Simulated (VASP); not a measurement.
# Os (Fm-3m) in VASP: further runs, part 2 of 2

VASP 6.6.1. The steps go on from the part before.

## Step 4: Single point, r2SCAN

Contents of INCAR:

```
PREC     = Accurate       # precision mode
ENCUT    = 520            # plane-wave cutoff, eV
EDIFF    = 1E-7           # SCF threshold, eV
ISMEAR   = 0              # smearing method
SIGMA    = 0.1            # smearing width, eV
LREAL    = False          # projectors in reciprocal space
LASPH    = True           # aspherical terms in the spheres
NELM     = 80             # most SCF steps
ALGO     = Normal         # electronic algorithm
ISIF     = 2              # what is computed and relaxed
LWAVE    = False          # write WAVECAR
LCHARG   = True           # write CHGCAR
METAGGA  = R2SCAN         # meta-GGA
LMIXTAU  = True         
LELF     = True           # ELF
LVHAR    = True         
NBANDS   = 10             # bands
```

Contents of KPOINTS:

```
regular mesh
0
Gamma
  18 18 18
```

Contents of POSCAR:

```
Os
1.0
    0.0000000000      1.9111500000      1.9111500000
    1.9111500000      0.0000000000      1.9111500000
    1.9111500000      1.9111500000      0.0000000000
Os
1
Direct
    0.0000000000      0.0000000000      0.0000000000
```

Potentials or basis: VASP PAW PBE potentials, release 64 (Os).

Command:

```sh
$ cat potpaw_PBE.64/Os/POTCAR > POTCAR
$ mpirun -np 1 vasp_std > vasp.out
```

OUTCAR:

```text
PREC = Accurate
   ENCUT = 520
   EDIFF = 1E-7
   ISMEAR = 0
   LREAL = False
   LASPH = True
   NELM = 80
   ISIF = 2
   METAGGA = R2SCAN

 ion  position               nearest neighbor table
   1  0.000  0.000  0.000-

  LATTYP: Found a face centered cubic cell.
 ALAT       =     3.8223000000

  Lattice vectors:

 A1 = (   0.0000000000,   1.9111500000,   1.9111500000)
 A2 = (   1.9111500000,   0.0000000000,   1.9111500000)
 A3 = (   1.9111500000,   1.9111500000,   0.0000000000)

Analysis of symmetry for initial positions (statically):
=====================================================================
 Subroutine PRICEL returns:
 Original cell was already a primitive cell.

 Routine SETGRP: Setting up the symmetry group for a
 face centered cubic supercell.

 Subroutine GETGRP returns: Found 48 space group operations
 (whereof 48 operations were pure point group operations)
 out of a pool of 48 trial point group operations.

The static configuration has the point symmetry O_h .

Analysis of symmetry for dynamics (positions and initial velocities):
=====================================================================
 Subroutine PRICEL returns:
 Original cell was already a primitive cell.
[... 158 lines left out ...]
 cond. band min:       9.1404443006   @ k =  -0.2222   0.2778   0.0556
 fundamental gap:      0.0633774663
 Fermi energy:         9.1199288915

 k-point     1 :       0.0000    0.0000    0.0000
  band No.  band energies     occupation
      1      -2.1597      2.00000
      2       6.0424      2.00000
      3       6.0424      2.00000
      4       6.0424      2.00000
      5       9.2080      0.21284
      6       9.2080      0.21284
      7      24.1037      0.00000
      8      30.2838      0.00000
      9      30.2838      0.00000
     10      30.2838      0.00000
[... 287 lines left out ...]
 k-point    24 :      -0.2222    0.0556    0.0000
  band No.  band energies     occupation
      1       0.2641      2.00000
      2       5.1635      2.00000
      3       6.5370      2.00000
      4       6.6580      2.00000
      5       8.8239      1.99997
      6       9.8612      0.00000
      7      24.5325      0.00000
      8      27.7465      0.00000
      9      33.2120      0.00000
     10      34.5297      0.00000

 [... further k-points ...]
[... 5 lines left out ...]
  --------------------------------------------------------------------------------------
  -------------------------------------------------------------------------------------
  Total        0.3759510      0.3759510      0.3759510     -0.0000000     -0.0000000     -0.0000000
  in kB       43.1447103     43.1447103     43.1447103     -0.0000000     -0.0000000     -0.0000000
  external PRESSURE =      43.1447103 kB  Pullay stress =       0.0000000 kB

 VOLUME and BASIS-vectors are now :
 -----------------------------------------------------------------------------
  energy-cutoff  :      520.00
  volume of cell :       13.96
      direct lattice vectors                 reciprocal lattice vectors
     0.000000000  1.911150000  1.911150000    -0.261622583  0.261622583  0.261622583
     1.911150000  0.000000000  1.911150000     0.261622583 -0.261622583  0.261622583
     1.911150000  1.911150000  0.000000000     0.261622583  0.261622583 -0.261622583

 POSITION                                       TOTAL-FORCE (eV/Angst)
 -----------------------------------------------------------------------------------
      0.00000      0.00000      0.00000         0.000000      0.000000      0.000000
 -----------------------------------------------------------------------------------
    total drift:                                0.000000     -0.000000     -0.000000

  FREE ENERGIE OF THE ION-ELECTRON SYSTEM (eV)
  ---------------------------------------------------
  free  energy   TOTEN  =       -52.8544832119 eV

  energy  without entropy=      -52.8508389004  energy(sigma->0) =      -52.85266106
```

It took 76 s on 1 thread of Intel Xeon Platinum 8488C (Sapphire Rapids), shared host; peak memory 0.15 GiB.

Results:

```yaml
Free_energy: -52.8545 eV
Pressure: 4.3 GPa
Band_gap_on_the_k_mesh: none (metal or under the smearing width)
```

Caveat: the PAW data sets were made with another functional, which shifts forces and pressure a little.

## Step 5: The runs side by side

| level | cutoff (eV) | smearing | gap on the mesh (eV) | pressure (GPa) |
| --- | --- | --- | --- | --- |
| PBEsol | 520 | gaussian 0.5 eV | none | 0.8 |
| PBEsol | 900 | gaussian 0.1 eV | none | 0.0 |
| r2SCAN | 520 | gaussian 0.1 eV | none | 4.3 |

Alike in all rows: task single point; potentials or basis VASP PAW PBE potentials, release 64 (Os); no spin polarisation; cell as given; k mesh 18 × 18 × 18.

Every run on the cell as given and a fine mesh finds a metal. The pressure there spans 0.0 GPa (PBEsol) to 4.3 GPa (r2SCAN); a positive pressure means that this level wants a larger cell, a negative one a smaller.

Caveats: the PAW data sets were made with another functional, which shifts forces and pressure a little.

Total energies depend on the potentials used, so only differences within one code and one set of settings carry meaning.
